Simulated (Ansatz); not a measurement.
Hg (alpha)

Computed with Ansatz (plane waves, PAW, 420 eV cutoff): HSE06, scalar-relativistic, no spin polarisation, Γ-centred 8×8×8 mesh, 0.05 eV Gaussian smearing; PAW files: Ansatz's generated set soft_2.

```
CELL_PARAMETERS angstrom
1.89989 1.09690 2.12432
-1.89989 1.09690 2.12432
0.00000 -2.19380 2.12432
ATOMIC_POSITIONS crystal
Hg 0.00000 0.00000 0.00000
```

At this volume the pressure is 0.04 GPa.

Path: Γ–T–H2 | H0–L–Γ–S0 | S2–F–Γ, with Γ = (0.000, 0.000, 0.000), T = (0.500, 0.500, 0.500), H2 = (0.656, 0.344, 0.500), H0 = (0.500, -0.344, 0.344), L = (0.500, 0.000, 0.000), S0 = (0.422, -0.422, 0.000), S2 = (0.578, 0.000, 0.422), F = (0.500, 0.000, 0.500) in reciprocal vectors of the calculation's cell.

Problem. Is it a metal or an insulator, and if it has a gap, where are the band edges on this path?

Solution. A metal: bands cross the Fermi level.

Levels between -3 and 5 eV from the Fermi level at the path's named points:
```tsv
point	below E_F (eV)	above E_F (eV)
Γ		
T		1.12 2.64
H2 and H0		1.11 2.58
L	-2.07	
S0 and S2	-0.68	0.72 3.09
F		0.13 0.33 3.52
```

It took about 4 core-minutes on a shared host.

These numbers lack spin–orbit coupling. Pressures of hybrids are less tightly converged. For a metal under a hybrid functional this mesh is coarse.
